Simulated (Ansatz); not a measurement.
# LiBr: the cost of one run

Program: Ansatz 0.2.0. Level of theory: DFT PBEsol, frozen-core PAW, scalar-relativistic unless said. These are calculated values, not measurements.

7 further runs of the same task are left out: 7 set aside as unsound or not needed.

### 1 The structure to begin with

The structure is cubic, space group Fm-3m (No. 225). The conventional cell has a = 5.501 Å, b = 5.501 Å, c = 5.501 Å, α = 90.00°, β = 90.00°, γ = 90.00°. Around Li (site symmetry m-3m) lie 6 Br at 2.75 Å. Br (site symmetry m-3m) is surrounded by 6 Li at 2.75 Å.

As a file:

```cif
data_structure
_symmetry_space_group_name_H-M 'Fm-3m'
_symmetry_Int_Tables_number 225
_cell_length_a 5.5013
_cell_length_b 5.5013
_cell_length_c 5.5013
_cell_angle_alpha 90.000
_cell_angle_beta 90.000
_cell_angle_gamma 90.000
_cell_volume 166.49
loop_
_atom_site_label
_atom_site_type_symbol
_atom_site_symmetry_multiplicity
_atom_site_Wyckoff_symbol
_atom_site_fract_x
_atom_site_fract_y
_atom_site_fract_z
_atom_site_occupancy
Li1 Li 4 a 0.00000 0.00000 0.00000 1
Br1 Br 4 b 0.00000 0.50000 0.00000 1
```

Cartesian axes are those of the input's lattice vectors. The structure goes back to a database entry.

### 2 Cell and atoms relaxed, PAW

File input.yaml:

```yaml
crystal:
  lattice:
    - [2.75065, 2.75065, 0.0]
    - [-2.75065, 2.75065, 0.0]
    - [0.0, 2.75065, 2.75065]
  atoms:
    - { symbol: Li, position: [0.0, 0.0, 0.0] }
    - { symbol: Br, position: [0.5, 0.5, 0.0] }
kpoints:
  mp_grid: { grid: [12, 12, 12] }
scf:
  occupations: { method: fermi_dirac, width: 0.1 }
hamiltonian:
  xc: pbesol
  pseudopotentials: { kind: paw }
relax:
  f_tol: 0.002
  max_steps: 80
  cell: {}
output:
  forces: true
  stress: true
```

Run with:

```console
$ ansatz run input.yaml --threads 1 --pin off --max-ram 3072MiB --backend cpu --events-out ev --progress --plain --runs-dir out
```

**Question.** How long does this run take on 1 thread of Intel Xeon Platinum 8488C (Sapphire Rapids), shared host, and how much memory does it need?

About 3.4 s, with a peak of 0.38 GiB.
